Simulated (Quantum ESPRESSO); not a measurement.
# MnSb (P6_3/mmc) in Quantum ESPRESSO: further runs

One crystal, MnSb, is run at these levels: LDA; tasks: single point, equation of state.

Program: Quantum ESPRESSO 7.5. These are calculated values, not measurements. Logs are shortened: lines on timing, memory, paths and dates and some standing lists are left out, and cuts for length are marked.

## 1. Starting point

The structure is hexagonal, space group P6_3/mmc (No. 194). The conventional cell has a = 4.150 Å, b = 4.150 Å, c = 5.780 Å, α = 90.00°, β = 90.00°, γ = 120.00°. Sb (site symmetry -6m2) is surrounded by 6 Mn at 2.80 Å. Mn (site symmetry -3m) has 6 Sb at 2.80 Å and 2 Mn at 2.89 Å as nearest neighbours.

## 2. Single point, LDA, collinear spin, ferromagnetic start, 20.26 Å³/atom

Input file pw.in:

```
&CONTROL
  calculation = 'scf'
  prefix = 'pwscf'
  outdir = './tmp'
  pseudo_dir = './pseudo'
  tstress = .true.
  disk_io = 'nowf'
/
&SYSTEM
  ibrav = 0
  nat = 4
  ntyp = 2
  ecutwfc = 45
  ecutrho = 360
  nbnd = 43
  occupations = 'smearing'
  smearing = 'fd'
  degauss = 0.00367493
  nspin = 2
  starting_magnetization(1) = 0
  starting_magnetization(2) = 0.2667
/
&ELECTRONS
  conv_thr = 8d-10
  electron_maxstep = 120
  mixing_beta = 0.3
/
ATOMIC_SPECIES
Sb   121.7600 sb_lda_v1.4.uspp.F.UPF
Mn    54.9380 mn_lda_v1.5.uspp.F.UPF
CELL_PARAMETERS angstrom
   4.0652823512    0.0000000000    0.0000000000
  -2.0326411756    3.5206377897    0.0000000000
   0.0000000000    0.0000000000    5.6620077084
ATOMIC_POSITIONS crystal
Sb     0.6666666667    0.3333333333    0.7500000000
Sb     0.3333333333    0.6666666667    0.2500000000
Mn     0.0000000000    0.0000000000    0.5000000000
Mn     0.0000000000    0.0000000000    0.0000000000
K_POINTS automatic
7 7 5 0 0 0
```

Potentials or basis: GBRV 1.5 LDA.

Command:

```
$ OMP_NUM_THREADS=1 mpirun -n 2 pw.x -nk 2 -in pw.in > pw.out
```

pw.out:

```text
This program is part of the open-source Quantum ESPRESSO suite
     for quantum simulation of materials; please cite
[... 13 lines left out ...]
     --------------------
     sticks:   dense  smooth     PW     G-vecs:    dense   smooth      PW
     Sum        1483     745    211                63143    22257    3547

     Using Slab Decomposition

     bravais-lattice index     =            0
     lattice parameter (alat)  =       7.6823  a.u.
     unit-cell volume          =     546.8637 (a.u.)^3
     number of atoms/cell      =            4
     number of atomic types    =            2
     number of electrons       =        60.00
     number of Kohn-Sham states=           43
     kinetic-energy cutoff     =      45.0000  Ry
     charge density cutoff     =     360.0000  Ry
     scf convergence threshold =      8.0E-10
     mixing beta               =       0.3000
     number of iterations used =            8  plain     mixing
     Exchange-correlation=  SLA  PZ   NOGX NOGC
                           (   1   1   0   0   0   0   0)

     celldm(1)=   7.682270  celldm(2)=   0.000000  celldm(3)=   0.000000
     celldm(4)=   0.000000  celldm(5)=   0.000000  celldm(6)=   0.000000

     crystal axes: (cart. coord. in units of alat)
               a(1) = (   1.000000   0.000000   0.000000 )
               a(2) = (  -0.500000   0.866025   0.000000 )
               a(3) = (   0.000000   0.000000   1.392771 )

     reciprocal axes: (cart. coord. in units 2 pi/alat)
               b(1) = (  1.000000  0.577350 -0.000000 )
               b(2) = (  0.000000  1.154701  0.000000 )
               b(3) = (  0.000000 -0.000000  0.717993 )

     PseudoPot. # 1 for Sb read from file:
     sb_lda_v1.4.uspp.F.UPF
     Pseudo is Ultrasoft + core correction, Zval = 15.0
     Generated by new atomic code, or converted to UPF format
     Using radial grid of  891 points,  6 beta functions with:
                l(1) =   0
                l(2) =   0
                l(3) =   1
                l(4) =   1
                l(5) =   2
                l(6) =   2
     Q(r) pseudized with  8 coefficients,  rinner =    1.350   1.350   1.350
                                                       1.350   1.350

     PseudoPot. # 2 for Mn read from file:
     mn_lda_v1.5.uspp.F.UPF
     Pseudo is Ultrasoft + core correction, Zval = 15.0
     Generated by new atomic code, or converted to UPF format
     Using radial grid of  859 points,  6 beta functions with:
                l(1) =   0
                l(2) =   0
                l(3) =   1
                l(4) =   1
                l(5) =   2
                l(6) =   2
     Q(r) pseudized with  8 coefficients,  rinner =    0.950   0.950   0.950
                                                       0.950   0.950

     atomic species   valence    mass     pseudopotential
     Sb               15.00   121.76000     Sb( 1.00)
     Mn               15.00    54.93800     Mn( 1.00)

     Starting magnetic structure
     atomic species   magnetization
     Sb              0.000
     Mn              0.267

     24 Sym. Ops., with inversion, found (12 have fractional translation)

   Cartesian axes

     site n.     atom                  positions (alat units)
         1        Sb     tau(   1) = (   0.5000000   0.2886751   1.0445783  )
         2        Sb     tau(   2) = (  -0.0000000   0.5773503   0.3481928  )
         3        Mn     tau(   3) = (   0.0000000   0.0000000   0.6963855  )
         4        Mn     tau(   4) = (   0.0000000   0.0000000   0.0000000  )

     number of k points=    24  Fermi-Dirac smearing, width (Ry)=  0.0037
                       cart. coord. in units 2pi/alat
        k(    1) = (   0.0000000   0.0000000   0.0000000), wk =   0.0040816
        k(    2) = (   0.0000000   0.0000000   0.1435986), wk =   0.0081633
        k(    3) = (   0.0000000   0.0000000   0.2871972), wk =   0.0081633
        k(    4) = (   0.0000000   0.1649572   0.0000000), wk =   0.0244898
        k(    5) = (   0.0000000   0.1649572   0.1435986), wk =   0.0489796
        k(    6) = (   0.0000000   0.1649572   0.2871972), wk =   0.0489796
[... 16 lines left out ...]
        k(   23) = (   0.2857143   0.4948717   0.1435986), wk =   0.0489796
        k(   24) = (   0.2857143   0.4948717   0.2871972), wk =   0.0489796

     Dense  grid:    63143 G-vectors     FFT dimensions: (  48,  48,  72)

     Smooth grid:    22257 G-vectors     FFT dimensions: (  36,  36,  48)

     Check: negative core charge=   -0.000010
     Generating pointlists ...
     new r_m :   0.2781 (alat units)  2.1366 (a.u.) for type    1
     new r_m :   0.2781 (alat units)  2.1366 (a.u.) for type    2

     Initial potential from superposition of free atoms

     starting charge      56.9998, renormalised to      60.0000
     Starting wfcs are   44 randomized atomic wfcs

     Self-consistent Calculation

     iteration #  1     ecut=    45.00 Ry     beta= 0.30
     Davidson diagonalization with overlap
     ethr =  1.00E-02,  avg # of iterations =  6.0

     total energy              =    -788.87581633 Ry
     estimated scf accuracy    <      10.34947074 Ry

     total magnetization       =     4.37 Bohr mag/cell
     absolute magnetization    =     4.67 Bohr mag/cell
[... 118 lines left out ...]
     total magnetization       =     6.13 Bohr mag/cell
     absolute magnetization    =     6.78 Bohr mag/cell

     iteration # 14     ecut=    45.00 Ry     beta= 0.30
     Davidson diagonalization with overlap
     ethr =  9.73E-12,  avg # of iterations =  2.2

     Magnetic moment per site  (integrated on atomic sphere of radius R)
     atom   1 (R=0.278)  charge= 12.3783  magn= -0.0950
     atom   2 (R=0.278)  charge= 12.3783  magn= -0.0950
     atom   3 (R=0.278)  charge= 13.7175  magn=  3.0916
     atom   4 (R=0.278)  charge= 13.7175  magn=  3.0916

     End of self-consistent calculation

 ------ SPIN UP ------------

          k = 0.0000 0.0000 0.0000 (  2777 PWs)   bands (ev):

   -67.3317 -67.3220 -36.5353 -36.5353 -36.5252 -36.5252 -36.3238 -36.2188
   -16.0467 -16.0467 -16.0207 -16.0182 -16.0170 -16.0170 -16.0063 -16.0063
   -16.0042 -16.0042   0.7750   3.9698   6.9162   8.8613   8.8613   9.6447
    10.0880  10.0880  10.3951  10.3951  11.2245  11.2245  12.6504  13.3072
    13.3072  15.3250  15.3250  15.4829  15.9118  17.7309  18.6503  18.6503
    20.4787  20.4787  21.2267

          k = 0.0000 0.0000 0.1436 (  2789 PWs)   bands (ev):
[... 199 lines left out ...]
   -67.3283 -67.3253 -36.5333 -36.5329 -36.5301 -36.5297 -36.2874 -36.2551
   -16.0407 -16.0393 -16.0379 -16.0277 -16.0097 -16.0094 -16.0015 -16.0004
   -15.9984 -15.9969   3.2171   3.3973   7.5766   7.7250   8.3307   8.9401
     9.7155   9.8117  10.4676  10.5572  10.6419  10.8884  11.1057  11.2681
    11.4361  11.7362  15.1283  15.9088  18.4182  18.5924  19.5713  19.7278
    20.6181  20.9708  21.3676

 ------ SPIN DOWN ----------

          k = 0.0000 0.0000 0.0000 (  2777 PWs)   bands (ev):

   -64.0282 -64.0171 -33.2963 -33.2963 -33.2840 -33.2840 -33.2247 -33.1014
   -16.0689 -16.0689 -16.0481 -16.0457 -16.0390 -16.0390 -16.0315 -16.0315
   -16.0290 -16.0290   0.8736   3.9670   7.3134  10.1353  10.1353  11.6731
    12.4278  12.4278  12.8538  12.8538  13.4733  13.4733  13.9797  13.9797
    15.3234  15.4598  16.0613  16.8280  16.8280  18.5874  18.8887  18.8887
    21.2152  21.2152  21.5525

          k = 0.0000 0.0000 0.1436 (  2789 PWs)   bands (ev):
[... 199 lines left out ...]
   -64.0242 -64.0208 -33.2941 -33.2934 -33.2901 -33.2895 -33.1819 -33.1440
   -16.0630 -16.0623 -16.0609 -16.0499 -16.0362 -16.0357 -16.0267 -16.0256
   -16.0237 -16.0221   3.2685   3.4560   7.9567   8.0420   8.7520   9.3952
    11.2702  11.3275  12.8150  13.0581  13.2173  13.3455  13.6128  13.6491
    13.9847  14.1433  16.2986  16.9147  19.0289  19.1739  20.0431  20.1789
    21.0642  21.4658  22.1005

     the Fermi energy is    12.7405 ev

!    total energy              =    -791.47897677 Ry
     estimated scf accuracy    <          1.2E-10 Ry
     smearing contrib. (-TS)   =      -0.00171172 Ry
     internal energy E=F+TS    =    -791.47726505 Ry

     The total energy is F=E-TS. E is the sum of the following terms:
     one-electron contribution =    -384.09955514 Ry
     hartree contribution      =     222.96643254 Ry
     xc contribution           =    -139.48278053 Ry
     ewald contribution        =    -490.86136192 Ry

     total magnetization       =     6.13 Bohr mag/cell
     absolute magnetization    =     6.78 Bohr mag/cell

     convergence has been achieved in  14 iterations

     Computing stress (Cartesian axis) and pressure

          total   stress  (Ry/bohr**3)                   (kbar)     P=      -84.21
  -0.00054391   0.00000000   0.00000000          -80.01        0.00        0.00
   0.00000000  -0.00054391  -0.00000000            0.00      -80.01       -0.00
   0.00000000  -0.00000000  -0.00062959            0.00       -0.00      -92.62

=------------------------------------------------------------------------------=
   JOB DONE.
=------------------------------------------------------------------------------=
```

It took 42 s on 2 MPI ranks of Intel Xeon 6975P-C (Granite Rapids), shared host; peak memory 0.46 GiB.

What came out:

- Free energy: -10768.6201 eV
- Pressure: -8.4 GPa
- Band gap on the k mesh: none (metal or under the smearing width)
- Net moment: 6.13 μB per cell
- Absolute moment: 6.78 μB per cell
- Site moments: Sb -0.10; Mn +3.09 μB
- Valence electrons inside the program's atomic spheres: Sb 12.38; Mn 13.72

Caveat: only a ferromagnetic start was run, and an antiferromagnetic order may lie lower in energy.

## 3. Single point, LDA, collinear spin, ferromagnetic start, 20.69 Å³/atom

pw.in: that of step 2 with these lines changed.

```diff
@@ -31,5 +31,5 @@
 CELL_PARAMETERS angstrom
-   4.0652823512    0.0000000000    0.0000000000
-  -2.0326411756    3.5206377897    0.0000000000
-   0.0000000000    0.0000000000    5.6620077084
+   4.0939120434    0.0000000000    0.0000000000
+  -2.0469560217    3.5454318304    0.0000000000
+   0.0000000000    0.0000000000    5.7018823159
 ATOMIC_POSITIONS crystal
```

Potentials or basis: GBRV 1.5 LDA.

Command:

```
$ OMP_NUM_THREADS=1 mpirun -n 2 pw.x -nk 2 -in pw.in > pw.out
```

Run time: 44 s. Hardware: 2 MPI ranks of Intel Xeon 6975P-C (Granite Rapids), shared host; peak memory 0.46 GiB.

It converged, with:

| Item | Value |
| --- | --- |
| Free energy | -10768.5283 eV |
| Pressure | -9.2 GPa |
| Band gap on the k mesh | none (metal or under the smearing width) |
| Net moment | 6.28 μB per cell |
| Absolute moment | 6.95 μB per cell |
| Site moments | Sb -0.10; Mn +3.17 μB |
| Valence electrons inside the program's atomic spheres | Sb 12.42; Mn 13.72 |

Caveat: only a ferromagnetic start was run, and an antiferromagnetic order may lie lower in energy.

## 4. Single point, LDA, collinear spin, ferromagnetic start, 21.12 Å³/atom

pw.in: that of step 3 with these lines changed.

```diff
@@ -31,5 +31,5 @@
 CELL_PARAMETERS angstrom
-   4.0939120434    0.0000000000    0.0000000000
-  -2.0469560217    3.5454318304    0.0000000000
-   0.0000000000    0.0000000000    5.7018823159
+   4.1221468118    0.0000000000    0.0000000000
+  -2.0610734059    3.5698838571    0.0000000000
+   0.0000000000    0.0000000000    5.7412068848
 ATOMIC_POSITIONS crystal
```

Command:

```
$ OMP_NUM_THREADS=1 mpirun -n 2 pw.x -nk 2 -in pw.in > pw.out
```

Wall time 44 s (2 MPI ranks of Intel Xeon 6975P-C (Granite Rapids), shared host); peak memory 0.48 GiB.

The run converged. Its results:

* Free energy: -10768.4279 eV
* Pressure: -10.0 GPa
* Band gap on the k mesh: none (metal or under the smearing width)
* Net moment: 6.41 μB per cell
* Absolute moment: 7.09 μB per cell
* Site moments: Sb -0.10; Mn +3.24 μB
* Valence electrons inside the program's atomic spheres: Sb 12.46; Mn 13.73

Caveat: only a ferromagnetic start was run, and an antiferromagnetic order may lie lower in energy.

## 5. Single point, LDA, collinear spin, ferromagnetic start, 21.55 Å³/atom

pw.in: that of step 4 with these lines changed.

```diff
@@ -31,5 +31,5 @@
 CELL_PARAMETERS angstrom
-   4.1221468118    0.0000000000    0.0000000000
-  -2.0610734059    3.5698838571    0.0000000000
-   0.0000000000    0.0000000000    5.7412068848
+   4.1500000000    0.0000000000    0.0000000000
+  -2.0750000000    3.5940054257    0.0000000000
+   0.0000000000    0.0000000000    5.7800000000
 ATOMIC_POSITIONS crystal
```

Command:

```
$ OMP_NUM_THREADS=1 mpirun -n 2 pw.x -nk 2 -in pw.in > pw.out
```

Wall time 46 s (2 MPI ranks of Intel Xeon 6975P-C (Granite Rapids), shared host); peak memory 0.48 GiB.

It converged, with:

* Free energy: -10768.3192 eV
* Pressure: -10.8 GPa
* Band gap on the k mesh: none (metal or under the smearing width)
* Net moment: 6.53 μB per cell
* Absolute moment: 7.23 μB per cell
* Site moments: Sb -0.10; Mn +3.31 μB
* Valence electrons inside the program's atomic spheres: Sb 12.50; Mn 13.74

Caveat: only a ferromagnetic start was run, and an antiferromagnetic order may lie lower in energy.

## 6. Single point, LDA, collinear spin, ferromagnetic start, 21.98 Å³/atom

pw.in: that of step 5 with these lines changed.

```diff
@@ -31,5 +31,5 @@
 CELL_PARAMETERS angstrom
-   4.1500000000    0.0000000000    0.0000000000
-  -2.0750000000    3.5940054257    0.0000000000
-   0.0000000000    0.0000000000    5.7800000000
+   4.1774842447    0.0000000000    0.0000000000
+  -2.0887421223    3.6178074798    0.0000000000
+   0.0000000000    0.0000000000    5.8182792613
 ATOMIC_POSITIONS crystal
```

Potentials or basis: GBRV 1.5 LDA.

Command:

```
$ OMP_NUM_THREADS=1 mpirun -n 2 pw.x -nk 2 -in pw.in > pw.out
```

Wall time 48 s (2 MPI ranks of Intel Xeon 6975P-C (Granite Rapids), shared host); peak memory 0.5 GiB.

It converged, with:

| Property | Result |
| --- | --- |
| Free energy | -10768.2031 eV |
| Pressure | -11.4 GPa |
| Band gap on the k mesh | none (metal or under the smearing width) |
| Net moment | 6.64 μB per cell |
| Absolute moment | 7.37 μB per cell |
| Site moments | Sb -0.11; Mn +3.37 μB |
| Valence electrons inside the program's atomic spheres | Sb 12.53; Mn 13.75 |

Caveat: only a ferromagnetic start was run, and an antiferromagnetic order may lie lower in energy.

## 7. Single point, LDA, collinear spin, ferromagnetic start, 22.41 Å³/atom

pw.in: that of step 6 with these lines changed.

```diff
@@ -31,5 +31,5 @@
 CELL_PARAMETERS angstrom
-   4.1774842447    0.0000000000    0.0000000000
-  -2.0887421223    3.6178074798    0.0000000000
-   0.0000000000    0.0000000000    5.8182792613
+   4.2046115259    0.0000000000    0.0000000000
+  -2.1023057629    3.6413003944    0.0000000000
+   0.0000000000    0.0000000000    5.8560613541
 ATOMIC_POSITIONS crystal
```

Command:

```
$ OMP_NUM_THREADS=1 mpirun -n 2 pw.x -nk 2 -in pw.in > pw.out
```

Wall time 54 s (2 MPI ranks of Intel Xeon 6975P-C (Granite Rapids), shared host); peak memory 0.5 GiB.

The run converged. Its results:

| Property | Result |
| --- | --- |
| Free energy | -10768.0814 eV |
| Pressure | -11.8 GPa |
| Band gap on the k mesh | none (metal or under the smearing width) |
| Net moment | 6.77 μB per cell |
| Absolute moment | 7.51 μB per cell |
| Site moments | Sb -0.11; Mn +3.44 μB |
| Valence electrons inside the program's atomic spheres | Sb 12.57; Mn 13.75 |

Caveat: only a ferromagnetic start was run, and an antiferromagnetic order may lie lower in energy.

## 8. Single point, LDA, collinear spin, ferromagnetic start, 22.85 Å³/atom

pw.in: that of step 7 with these lines changed.

```diff
@@ -31,5 +31,5 @@
 CELL_PARAMETERS angstrom
-   4.2046115259    0.0000000000    0.0000000000
-  -2.1023057629    3.6413003944    0.0000000000
-   0.0000000000    0.0000000000    5.8560613541
+   4.2313932131    0.0000000000    0.0000000000
+  -2.1156966065    3.6644940159    0.0000000000
+   0.0000000000    0.0000000000    5.8933621136
 ATOMIC_POSITIONS crystal
```

Command:

```
$ OMP_NUM_THREADS=1 mpirun -n 2 pw.x -nk 2 -in pw.in > pw.out
```

It took 49 s on 2 MPI ranks of Intel Xeon 6975P-C (Granite Rapids), shared host; peak memory 0.5 GiB.

Results (log left out):

* Free energy: -10767.9551 eV
* Pressure: -12.2 GPa
* Band gap on the k mesh: none (metal or under the smearing width)
* Net moment: 6.89 μB per cell
* Absolute moment: 7.64 μB per cell
* Site moments: Sb -0.12; Mn +3.50 μB
* Valence electrons inside the program's atomic spheres: Sb 12.60; Mn 13.76

Caveat: only a ferromagnetic start was run, and an antiferromagnetic order may lie lower in energy.

## 9. Equation of state, LDA, collinear spin, ferromagnetic start

Potentials or basis: GBRV 1.5 LDA.

This step only gathers the single runs of the series.

Results:

```
Equilibrium volume : outside the volumes run
```

Energy against volume, from the lowest point:
```csv
volume (Å³/atom),energy (meV/atom)
20.259,0.00
20.690,22.95
21.121,48.03
21.552,75.23
21.983,104.25
22.414,134.66
22.845,166.25
```

The run has no spin-orbit coupling, so splittings on Sb are missing.
